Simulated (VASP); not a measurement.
AlGa15N16 (a cell with a defect): single point with PBE

AlGa15N16 (a cell with a defect):

```xyz
32
Lattice="4.5485 4.5485 -4.5485 -4.5485 -4.5485 -4.5485 -4.5485 4.5485 4.5485" Properties=species:S:1:pos:R:3 pbc="T T T"
Al   -2.2742    4.5485    2.2742
Ga   -4.5560    2.2667   -2.2751
Ga   -2.2742    4.5485   -2.2742
Ga    2.2742    4.5485   -2.2742
Ga   -4.5410   -4.5476   -4.5560
Ga   -2.2751   -2.2817   -4.5560
Ga    0.0075   -0.0009   -4.5410
Ga    2.2751    2.2667   -4.5410
Ga   -4.5410    2.2817    2.2734
Ga   -0.0075    4.5493    0.0075
Ga   -2.2734    2.2817   -4.5560
Ga   -4.5560   -2.2667   -2.2734
Ga   -2.2742    0.0000   -2.2742
Ga    0.0075    2.2667   -2.2734
Ga   -4.5560   -0.0009   -0.0075
Ga   -2.2751    2.2817    0.0075
N     1.1722    1.1020   -1.1722
N    -1.1334   -1.1360   -5.6818
N     1.1334    1.1409   -5.6868
N     1.1334    5.6844   -1.1334
N    -1.1334    1.1360    1.1334
N    -3.4102   -1.1409   -3.4151
N    -1.1383    1.1409   -3.4151
N     1.1334    3.4125   -3.4151
N    -1.1383   -1.1409   -1.1334
N    -1.1722    5.6505    1.1722
N    -3.4151    3.4076   -3.4102
N    -5.7207   -1.1020   -1.1722
N    -3.4102    1.1409   -1.1334
N    -1.1334    3.4076   -1.1383
N    -5.6818    1.1409    1.1383
N    -3.3763    3.4465    1.1722
```

The cell isn't the ideal one: Al on a Ga site (a), charge -1, atoms relaxed at the host's cell.

* Program: VASP 6.6.1
* Task: single point
* Functional: PBE
* Potentials or basis: VASP PAW PBE potentials, release 64 (Al, Ga_d, N)
* Cutoff: 520 eV
* k mesh: 2 × 2 × 2, shifted
* Occupations: gaussian, width 0.01 eV
* Spin: collinear spin, typed start

```json
{
  "Largest force": "0.022 eV/Å",
  "Band gap on the k mesh": "none (metal or under the smearing width)",
  "Net moment": "0.50 μB per cell",
  "Valence electrons inside the program's atomic spheres": "Al 0.80; Ga 11.82; N 3.75, 3.73"
}
```

Forces in eV/Å, atoms in the order of the input:
```
Al   0.000  0.000  0.000
Ga   0.003  0.003  0.002
Ga   0.000  0.000  0.000
Ga   0.000  0.000  0.000
Ga  -0.003 -0.002  0.003
Ga   0.002  0.003  0.003
Ga  -0.003  0.002 -0.003
Ga  -0.002  0.003 -0.003
Ga  -0.003 -0.003  0.002
Ga   0.003 -0.002 -0.003
Ga  -0.002 -0.003  0.003
Ga   0.003 -0.003 -0.002
Ga   0.000  0.000  0.000
Ga  -0.003  0.003 -0.002
Ga   0.003  0.002  0.003
Ga   0.002 -0.003 -0.003
N    0.013 -0.013 -0.013
N    0.002  0.001  0.002
N   -0.002  0.002 -0.001
N   -0.002 -0.001  0.002
N    0.002 -0.001 -0.002
N    0.001 -0.002 -0.002
N   -0.001  0.002 -0.002
N   -0.002  0.001 -0.002
N   -0.001 -0.002  0.002
N   -0.013 -0.013  0.013
N   -0.002 -0.002  0.001
N   -0.013  0.013 -0.013
N    0.001  0.002  0.002
N    0.002 -0.002 -0.001
N    0.002  0.002  0.001
N    0.013  0.013  0.013
```

Levels at points of the mesh, in eV from the Fermi level:
Spin up:
```tsv
k point	band 135	band 136	band 137	band 138	band 139	band 140	band 141	band 142	band 143	band 144
(0.25, 0.25, 0.25)	-3.60	-3.60	-3.59	-3.59	-3.59	0.73	0.73	0.73	0.88	1.98
```
Spin down:
```
           k point  band 137  band 138  band 139  band 140  band 141  band 142
(0.25, 0.25, 0.25)     -3.56     -3.56     -3.56      0.77      0.77      0.77
```

It took 7.5 min on 1 thread of Intel(R) Xeon(R) 6975P-C (Granite Rapids), with other jobs on the host, peak memory 0.74 GiB.

Caveat: the k mesh is coarse (spacing up to 0.49 Å⁻¹), so the values aren't converged; the cell carries a net charge on a neutralising background, which shifts energy and pressure; the cell is charged against a uniform background, so pressure and absolute levels hang on convention.
